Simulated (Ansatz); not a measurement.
# CdSiP2: the cell at several levels of theory

One table from this session's results is given with a row withheld; the runs are named, their logs left out.

The runs shown are made with Ansatz 0.2.0. PAW datasets, plane waves, zero pressure. Spin-unpolarised throughout; all numbers are computed.

### The structure to begin with

It is tetragonal, I-42d (No. 122); conventional cell a = 5.687 Å, c = 10.497 Å, 21.22 Å³ an atom. Near Cd stand 4 P at 2.57 Å; near Si stand 4 P at 2.25 Å; near P stand 2 Si at 2.25 Å and 2 Cd at 2.57 Å.

Structure file:

```cif
data_structure
_symmetry_space_group_name_H-M 'I-42d'
_symmetry_Int_Tables_number 122
_cell_length_a 5.6872
_cell_length_b 5.6872
_cell_length_c 10.4971
_cell_angle_alpha 90.000
_cell_angle_beta 90.000
_cell_angle_gamma 90.000
_cell_volume 339.52
loop_
_atom_site_label
_atom_site_type_symbol
_atom_site_symmetry_multiplicity
_atom_site_Wyckoff_symbol
_atom_site_fract_x
_atom_site_fract_y
_atom_site_fract_z
_atom_site_occupancy
Cd1 Cd 4 a 0.00000 0.50000 0.25000 1
Si1 Si 4 b 0.50000 0.50000 0.00000 1
P1 P 8 d 0.70313 0.75000 0.12500 1
```

The first run:

input.yaml reads:

```yaml
crystal:
  lattice:
    - [-2.8436137418, 2.8436137418, 5.2485579018]
    - [2.8436137418, -2.8436137418, 5.2485579018]
    - [2.8436137418, 2.8436137418, -5.2485579018]
  atoms:
    - { symbol: Cd, position: [0.75, 0.25, 0.5] }
    - { symbol: Cd, position: [0.0, 0.0, 0.0] }
    - { symbol: Si, position: [0.5, 0.5, 0.0] }
    - { symbol: Si, position: [0.25, 0.75, 0.5] }
    - { symbol: P, position: [0.875, 0.8281283, 0.4531283] }
    - { symbol: P, position: [0.1718717, 0.625, 0.0468717] }
    - { symbol: P, position: [0.375, 0.4218717, 0.5468717] }
    - { symbol: P, position: [0.5781283, 0.125, 0.9531283] }
kpoints:
  mp_grid: { grid: [6, 6, 6] }
hamiltonian:
  xc: pbe
scf:
  occupations: { method: fermi_dirac, width: 0.02 }
relax:
  f_tol: 0.005
  cell: {}
```

On the command line:

```bash
ansatz run input.yaml --threads 2 --pin off --max-ram 29491MiB --backend cpu --events-out ev --progress --plain --runs-dir out
```

Among the steps run: Relaxing with PBE; Relaxing with r2SCAN; PBEsol: cell and atoms; Relaxing with LDA.

One table of the session follows, with a row left open; its other results are not shown here.

```
 level  a (Å)   c (Å)  volume (Å³/atom)
   PBE  5.724  10.579            21.668
r2SCAN  5.694  10.484            21.242
PBEsol      ?       ?                 ?
   LDA  5.586  10.462            20.404
```

Q: Estimate the row for PBEsol from the others.

As computed: a (Å): 5.644; c (Å): 10.501; volume (Å³/atom): 20.906. In the column «a (Å)» it lies between LDA (5.586) and r2SCAN (5.694).

The volume runs from LDA (least) to PBE (most), a spread of 6.2 %, or 2.0 % in length if all axes shared it alike.
